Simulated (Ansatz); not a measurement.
## Au in Ansatz: the effect of functional

Crystal: Au.

```
Au
1.0
    -1.65727    1.65727    1.65727
     1.65727   -1.65727    1.65727
     1.65727    1.65727   -1.65727
Au
1
Cartesian
  0.0000 0.0000 0.0000
```

This isn't the form of Au at room conditions, which is fcc.

Alike in all runs:

* Program: Ansatz 0.2.0
* Task: band structure
* Potentials or basis: Ansatz PAW
* k mesh: 6 × 6 × 6
* Occupations: fermi-dirac, width 0.05 eV
* Spin: no spin polarisation

One run gave: pressure -13.6 GPa. Which functional did it use?
A. PBEsol
B. LDA
C. r2SCAN

B.

```csv
functional,cutoff,pressure (GPa)
LDA,420 eV (not typed: the program's choice for these potentials),-13.6
PBEsol,420 eV (not typed: the program's choice for these potentials),-9.4
r2SCAN,500 eV (not typed: the program's choice for these potentials),-4.9
```

Caveats: all runs use coarse meshes; the PAW data sets come from PBE, with cores solved anew for the run's functional, which leaves a small shift of forces and pressure.
